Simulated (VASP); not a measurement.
Tc: single point with PBE

Crystal: Tc.

```
Tc
1.0
     0.00000    1.96291    1.96291
     1.96291    0.00000    1.96291
     1.96291    1.96291    0.00000
Tc
1
Direct
  0.00000 0.00000 0.00000
```

This isn't the form of Tc at room conditions, which is hcp.

The cell isn't the ideal one: volume scaled by 1.02.

| Quantity | Value |
| --- | --- |
| Program | VASP 6.6.1 |
| Task | single point |
| Functional | PBE |
| Potentials or basis | VASP PAW PBE potentials, release 64 (Tc_pv) |
| Cutoff | 520 eV |
| k mesh | 12 × 12 × 12 |
| Occupations | fermi-dirac, width 0.05 eV |
| Spin | no spin polarisation |
| Dipole correction | no |
| Further INCAR settings | ALGO = Normal; EDIFF = 1e-06; NBANDS = 12 |

```json
{"Pressure": "-11.9 GPa", "Band gap on the k mesh": "none (metal or under the smearing width)"}
```

Levels at points of the mesh, in eV from the Fermi level:
```tsv
k point	band 5	band 6	band 7	band 8	band 9	band 10
(0.00, 0.00, 0.00)	-1.71	-1.71	-1.71	0.72	0.72	13.98
(0.50, 0.00, 0.00)	-1.86	-1.86	1.11	2.59	2.59	10.05
(0.50, 0.50, 0.00)	-5.00	2.54	3.12	3.12	3.60	12.65
```

Run time: 10 s on 1 thread of Intel(R) Xeon(R) Platinum 8488C (Sapphire Rapids), with other jobs on the host, peak memory 0.14 GiB.
